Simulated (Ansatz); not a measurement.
# PbF2 (fluorite): other levels of theory at one geometry

An exercise on one series of results from a longer session: the logs are not shown, and one member is left open.

Program: Ansatz 0.2.0. Level of theory: DFT at several levels, plane waves, PAW. These are calculated values, not measurements.

2 further runs of the same task are left out: 1 that didn't finish, 1 set aside as unsound or not needed.

### Starting point

The structure is cubic, space group Fm-3m (No. 225). Conventional cell: a = 6.001 Å, b = 6.001 Å, c = 6.001 Å, α = 90.00°, β = 90.00°, γ = 90.00°. Pb (site symmetry m-3m) is surrounded by 8 F at 2.60 Å. F (site symmetry -43m) is surrounded by 4 Pb at 2.60 Å.

Structure file:

```xyz
3
Lattice="0.0000 3.0004 3.0004 3.0004 0.0000 3.0004 3.0004 3.0004 0.0000" Properties=species:S:1:pos:R:3 pbc="T T T"
Pb    0.0000    0.0000    0.0000
F     1.5002    1.5002    1.5002
F     4.5005    4.5005    4.5005
```

This cell comes from an earlier session at PBE: 18.007 Å³/atom at 0.00 GPa, on a 10×10×10 mesh, mesh gap 4.43 eV.

Levels to run: PBE+SOC; r²SCAN; PBEsol; LDA; HSE06. Hardware: 2 threads of Arm Neoverse V1, shared host.

The first run:

Contents of input.yaml:

```yaml
crystal:
  lattice:
    - [0.0, 3.0003644987, 3.0003644987]
    - [3.0003644987, 0.0, 3.0003644987]
    - [3.0003644987, 3.0003644987, 0.0]
  atoms:
    - { symbol: Pb, position: [0.0, 0.0, 0.0] }
    - { symbol: F, position: [0.25, 0.25, 0.25] }
    - { symbol: F, position: [0.75, 0.75, 0.75] }
basis:
  ecutwfc: 420
  ecutrho_ratio: 4
kpoints:
  mp_grid: { grid: [10, 10, 10] }
hamiltonian:
  xc: pbe
scf:
  occupations: { method: gaussian, width: 0.05 }
output:
  forces: true
  stress: true
  eigenvalues: true
  populations: true
  dos: { projected: true, de: 0.02 }
  write_density: true
  write_potential: true
  elf: true
  volumetric_format: npy
magnetization:
  noncollinear: true
  spin_orbit: true
```

On the command line:

```console
ansatz run input.yaml --threads 2 --pin off --max-ram 2662MiB --backend cpu --events-out ev --progress --plain --runs-dir out
```

Among the steps run: PBE+SOC; r²SCAN; PBEsol; LDA; HSE06.

One table of the session follows, with a row left open; its other results are not shown here.

```
  level  gap on the mesh (eV)  pressure (GPa)
    PBE                  4.43             0.0
    LDA                     ?               ?
 PBEsol                  4.32            -3.5
PBE+SOC                  4.04            -0.1
 r²SCAN                  4.95            -2.8
  HSE06                  5.79            -1.6
```

**Question.** Estimate the row for LDA.

As computed: gap on the mesh (eV): 4.26; pressure (GPa): -6.7. In the column «gap on the mesh (eV)» it lies between PBE+SOC (4.04) and PBEsol (4.32).

The pressure runs from -6.7 GPa (LDA) to 0.0 GPa (PBE); a negative pressure means that level wants a smaller cell, a positive one a larger cell. The gap is widest with HSE06 (5.79 eV) and narrowest with PBE+SOC (4.04 eV). Total energies of different levels have different zeros and can't be compared.

Limits of these values: Warnings in the runs' records: stress scf threshold loose, stress exchange threshold loose.
